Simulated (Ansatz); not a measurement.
**Nb: distorted cells**

These are results of Ansatz 0.2.0, DFT PBE, scalar-relativistic, plane waves, PAW, not measurements.

Plane waves to 420 eV, a k mesh through Γ of 18×18×18 on the computed 1-atom cell and Gaussian smearing (0.10 eV); no spin polarisation.

Reference cell:

```
Nb
1.0
     0.00000    2.11500    2.11500
     2.11500    0.00000    2.11500
     2.11500    2.11500    0.00000
Nb
1
Direct
  0.00000 0.00000 0.00000
```

Each variant moves atoms of this cell by the vectors given, if any (Å), and then applies a symmetric strain (tensor components, Cartesian axes). The reference cell isn't relaxed at this level. Energies are per atom at zero smearing, counted from the lowest variant. Pressure is positive in compression.

1. strain (xx yy zz yz xz xy, %) -1.46 -1.46 -1.46 0.00 0.00 0.00
2. strain (xx yy zz yz xz xy, %) -1.13 -1.13 -1.13 0.00 0.00 0.00
3. strain (xx yy zz yz xz xy, %) -3.18 -3.18 -3.18 0.00 0.00 0.00
4. strain (xx yy zz yz xz xy, %) -0.62 -0.62 -0.62 0.00 0.00 0.00

```json
{"result": "A", "ΔE (meV/atom)": "0.0", "P (GPa)": "1.73"}
{"result": "B", "ΔE (meV/atom)": "77.8", "P (GPa)": "17.00"}
{"result": "C", "ΔE (meV/atom)": "11.5", "P (GPa)": "6.28"}
{"result": "D", "ΔE (meV/atom)": "5.4", "P (GPa)": "4.41"}
```

Problem. Which variant gave which result?

Solution. A is 4, B is 3, C is 1, D is 2. The pressure falls as the cell grows: from the smallest volume to the largest the variants are 3, 1, 2, 4.

This fcc form isn't the element's structure at ambient conditions.